**Q:** These metals come out too stiff against measurement, and the covalent crystals too soft. Does BLYP with a dispersion correction simply make metallic bonds too strong and covalent bonds too weak?

ABINIT 10.8.3, BLYP+D3(BJ); fit.

| formula | space group | volume of the given cell (Å³/atom) | potentials or basis | wave cutoff (eV) | k-mesh | computed bulk modulus (GPa) | measured bulk modulus (GPa) | range of the values found (GPa) | what was measured, and how | source | computed over measured, less one (%) |
| --- | --- | --- | --- | --- | --- | --- | --- | --- | --- | --- | --- |
| Cu | Fm-3m | 11.81 | JTH PAW PBE v2.0 | 544.2 | 13x13x13 | 172.5 | 139 | one value | from linear fit of volume against pressure, 5 to 33 MPa; synchrotron powder XRD under pressure; powder | pmc:10161880 (2023) | 24.1 |
| BAs | F-43m | 13.63 | JTH PAW PBE v2.0 | 408.2 | 10x10x10 | 135.8 | 148 | one value | literature experimental value; not stated; bulk crystal | arXiv:1911.11281 (2019) | -8.2 |
| BP | F-43m | 11.68 | JTH PAW PBE v2.0 | 544.2 | 10x10x10 | 167.6 | 174 | 173 to 179 | B0, Murnaghan EOS fit with V0 fixed at 93.45 A^3; XRD in diamond anvil cell; powder | arXiv:1505.05714 (2015) | -3.7 |
| Ta | Im-3m | 18.01 | JTH PAW PBE v2.0 | 517.0 | 11x11x11 | 215.0 | 194 | 194 to 198 | experimental value at ambient conditions; not stated; bulk crystal | arXiv:1910.08312 (2019) | 10.8 |
| SiC | F-43m | 10.35 | JTH PAW PBE v2.0 | 544.2 | 10x10x10 | 219.0 | 225 | one value | bulk modulus B; quoted earlier experiment; bulk crystal | pmc:9505936 (2022) | -2.7 |
| Rh | Fm-3m | 13.67 | JTH PAW PBE v2.0 | 544.2 | 12x12x12 | 271.5 | 264 | one value | K0 from ultrasound; ultrasound; bulk crystal | pmc:11535440 (2024) | 2.8 |
| W | Im-3m | 15.85 | JTH PAW PBE v2.0 | 408.2 | 12x12x12 | 310.7 | 307 | one value | isotropic polycrystalline bulk modulus K, bounded above by the literature value in the fit; surface Brillouin spectroscopy; bulk crystal | arXiv:1710.07581 (2017) | 1.2 |
| Ir | Fm-3m | 14.06 | JTH PAW PBE v2.0 | 462.6 | 12x12x12 | 352.1 | 339 | one value | B0 at ambient pressure, third-order Birch-Murnaghan; high-pressure powder XRD; powder | pmc:6586894 (2019) | 3.9 |
| BN | F-43m | 5.96 | JTH PAW PBE v2.0 | 680.3 | 13x13x13 | 374.5 | 395 | 395 to 400 | isothermal B0, Vinet fit; equation-of-state measurement; bulk crystal | arXiv:1208.3664 (2012) | -5.2 |
| C | Fd-3m | 5.67 | JTH PAW PBE v2.0 | 544.2 | 13x13x13 | 429.3 | 442 | 441.8 to 444.8 | B0 from ultrasound; ultrasonic measurement; bulk crystal | arXiv:cond-mat/0702656 (2007) | -2.9 |

**A:** The sorting holds in all ten rows, with BAs, BP, SiC, BN and diamond (C) as the covalent crystals. But first ask at which volume each number was taken. The computed bulk modulus belongs to the volume where the calculation finds its lowest energy, and the measured one to the volume of the real crystal. If those volumes differ, you are comparing the same material at two different compressions.

**Q:** Does that matter when the volumes differ by only a few percent?

**A:** It does, because a crystal stiffens quickly as it is compressed. The bulk modulus B is the pressure needed per fractional decrease in volume. Its slope B′ says how many GPa it gains for each GPa of applied pressure, and here B′ lies between about 4 and 5. One percent too little volume therefore makes B about four to five percent too large.

Think of a progressive coil spring, whose coils close up one after another. Put an extra weight on top and it settles at a shorter length, where it feels stiffer, although the spring itself is unchanged. The comparison holds only for a steady load, since forces between atoms also change with distance.

**Q:** Can you turn this into a number for one of the metals?

**A:** Take tantalum. Let V₀ and B₀ be the volume and bulk modulus at the computed energy minimum, and V the volume of the given cell. If B′ stays constant, we have Murnaghan's equation:

B(V) = B₀ (V₀/V)^B′

The computed minimum lies 3.0 % below the given cell, so V₀/V is 0.970, and B′ is 3.90:

B(V) = 215 GPa × 0.970^3.90 = 215 GPa × 0.888 ≈ 191 GPa

The measured value is 194 GPa. Tantalum's excess of 11 % is thus an effect of its contraction: held at the given cell, the computed metal is no longer too stiff.

**Q:** Isn't that agreement built in?

**A:** The agreement with measurement is not, because no constant was adjusted to a measured value. V₀, B₀ and B′ come from an equation of state fitted, row by row, to seven computed energies. The formula only carries the result from one volume to another, and the computed stresses offer a check on that step. Their slope gives the same bulk modulus at the given cell to within about 3 % in every row. The stresses themselves are shifted by the finite basis, most of all in copper, so only their slope is used.

The given cells come from databases and lie close to the measured volumes, roughly within one percent. That still leaves an uncertainty of up to about five percent in B. I would therefore call tantalum's remaining difference agreement, and not read a sign into it.

**Q:** Is copper the same story, only larger?

**A:** Yes. Its computed volume is 5.5 % too small compared with the given cell, and its bulk modulus is 24 % above the measured one. Brought back to the given cell, it falls to 128 GPa, somewhat below the measured 139 GPa.

The size of copper's excess is less certain than its origin. The lowest of its seven energies lies at the smallest volume calculated, so the minimum sits at the edge of the scan and the 172.5 GPa there is poorly fixed. The given cell lies in the middle of the scan, where the value is much safer.

**Q:** Why would the calculation shrink these two metals?

**A:** The likely cause is the dispersion correction. BLYP alone usually makes metals too large, and the correction adds an attraction between every pair of atoms. In a metal the mobile electrons screen such forces, which a sum over pairs does not properly include. There is no calculation here without the correction, so this cause is argued from theory.

The argument also explains why the metal looks too stiff. A steady outside pressure P would leave the stiffness at a fixed volume as it was, and the crystal would gain about B′P by settling at a smaller volume, just like the loaded spring. The dispersion attraction also pulls inward, but between distant atoms its pull weakens as the crystal expands, and this takes back part of the gain. For an undamped attraction with an energy falling as 1/r⁶ the loss would be 3P, still less than B′P. The metal therefore ends up both smaller and stiffer than it would be without the correction.

**Q:** Then I can say that the method squeezes metals, and that this makes them too stiff?

**A:** Look at rhodium and iridium before you do. Their computed volumes are larger than the given cells, by 1.2 % and 2.2 %, and yet their bulk moduli are still slightly too high. Expansion should have made them too soft. At the given cell the excess grows, to about 9 % for rhodium and 16 % for iridium.

So the small error of iridium in the table, 4 %, is a cancellation. Against this measurement, the computed metal is much too stiff at a given volume, and its expansion hides most of that. Some caution is needed: both percentages rest on a single powder measurement, the 16 % also depends on how well the given cell matches the real one, and the atomic spheres of the calculation overlap. Rhodium has no such overlap warning and shows the same pattern, though its expansion is hardly larger than the uncertainty of the given cell.

**Q:** How can a metal be swollen and too stiff at once?

**A:** A repulsion that is too strong and too steep would do it. Suppose the method adds a spurious energy A/V^m, with A and m positive. Its first derivative gives an outward pressure P, and its curvature adds (m + 1)P to the bulk modulus at fixed volume. When the crystal then expands to relieve that pressure, it loses only about B′P.

If m + 1 is larger than B′, the crystal ends up both larger and stiffer. The dispersion attraction can strengthen the effect, since it cancels a larger share of the outward pressure than of the added stiffness. That this is what happens in rhodium and iridium is my guess. The table shows the combination of expansion and stiffness, but not the separate forces behind it.

**Q:** Iridium's volume error is less than half of copper's. Is its volume simply better described?

**A:** Not in terms of force. Held at the given cell, computed copper pulls inward and computed iridium pushes outward, each with about 8 GPa. Iridium moves less because it is far harder to compress.

The resulting changes in bulk modulus are also similar, a little over 40 GPa, upward for copper and downward for iridium. Relative to the measured values, however, that is 32 % for copper and only 12 % for iridium. The same error in pressure does more relative damage in a soft metal, and this is a large part of why copper stands out.

**Q:** And the covalent crystals? Are they too soft because their volumes are too large?

**A:** No, and diamond shows it most clearly. Its computed volume agrees with the given cell, and its bulk modulus is still 3 % too low. The other four come out slightly smaller than their given cells, which should have made them too stiff, though only in BP is the contraction clearly larger than the uncertainty of the cell. At the given cell the average shortfall of the five grows from about 5 % to 8 %. The atomic spheres of the calculation overlap in diamond and BN, but BAs, BP and SiC are too soft as well, without that warning.

Here the fault lies in the curvature of the computed energy at a given volume. BLYP alone usually makes covalent solids too large and too soft. The dispersion correction draws the atoms back, which stiffens the crystal, but the pull between distant atoms again takes back part of that gain. How much of the remaining softness comes from BLYP and how much from the correction cannot be told without a calculation that leaves the correction out. Thermal and zero-point motion usually lower the measured values a little, so the true fault of the static calculation is probably somewhat larger than the table suggests.

**Q:** So would it be better always to calculate the bulk modulus at the measured volume?

**A:** As a diagnosis, yes; as a general repair, no. Over the ten crystals the typical error is about 9 % either way. Copper and tantalum improve, while rhodium, iridium and most of the covalent crystals get worse. The printed analysis below gives the division for each row.

For practical work, compare the computed volume with a measured one before you trust a bulk modulus. Multiply the volume error in percent by four or five and reverse its sign, and you have roughly the error in B that comes from volume alone. Whatever remains points to the stiffness at a fixed volume, but it also holds the errors of the measurement, the potentials and the numerical settings. Here the potentials were made for PBE, not BLYP, and the cutoffs and meshes were not tested for convergence, so a remainder of a few percent should not be over-read. A good final number may contain two large errors of opposite sign, and they need not cancel in the next material.

**Q:** Then my first sentence needs changing. The metals are not too stiff for one common reason.

**A:** Right. Copper and tantalum are too stiff because they are too small, rhodium and iridium in spite of being too large. Tungsten is close to measurement at either volume, though its reference value was capped by a literature value and is weak evidence. The covalent crystals do share one fault, too little stiffness at a given volume, and contraction can conceal part of it, most clearly in BP.

Output of the analysis:

```
Volume and stiffness:
  row  fitted over given volume less one %  B slope  pressure at given cell GPa  B at given cell GPa  same from stress GPa  B shift by volume GPa
   Cu                               -5.456    5.269                      -8.378                128.4                 124.3                  44.15
  BAs                              -0.7313    4.185                     -0.9815                131.7                 132.2                  4.108
   BP                               -1.989    3.832                      -3.241                155.2                 154.4                  12.42
   Ta                               -3.017      3.9                      -6.208                190.8                 190.8                  24.21
  SiC                               -0.956    4.478                      -2.059                209.8                 208.2                   9.22
   Rh                                1.215    4.552                       3.371                286.8                 289.6                 -15.34
    W                              -0.6353    4.225                      -1.954                302.4                 300.8                  8.254
   Ir                                2.249    5.045                       8.287                393.9                 393.4                 -41.81
   BN                               -1.317    3.878                      -4.838                355.7                 355.2                  18.76
    C                              0.03407    4.631                      0.1464                  430                   427                -0.6779
Error split in % of measured:
  row  total  volume part  left at given cell
   Cu   24.1        31.76               -7.66
  BAs   -8.2        2.776              -11.02
   BP   -3.7        7.137              -10.81
   Ta   10.8        12.48              -1.656
  SiC   -2.7        4.098              -6.765
   Rh    2.8       -5.811               8.652
    W    1.2        2.689              -1.483
   Ir    3.9       -12.33                16.2
   BN   -5.2         4.75               -9.94
    C   -2.9      -0.1534               -2.72
Mean error of metals at own volume, %: 8.56
Mean error of covalent crystals at own volume, %: -4.54
Mean error of covalent crystals at given cell, %: -8.252
Root mean square error of all rows at own volume, %: 9.196
Root mean square error of all rows at given cell, %: 8.895
Largest difference of B from stress and from the fit at given cell, %: 3.186
Rh, extra B at given cell per pressure there, GPa per GPa: 6.777
Ir, extra B at given cell per pressure there, GPa per GPa: 6.626
Cu, B between its two smallest volumes from stress, GPa: 159.5
Cu, B at the same volume from the fit, GPa: 168.2
```
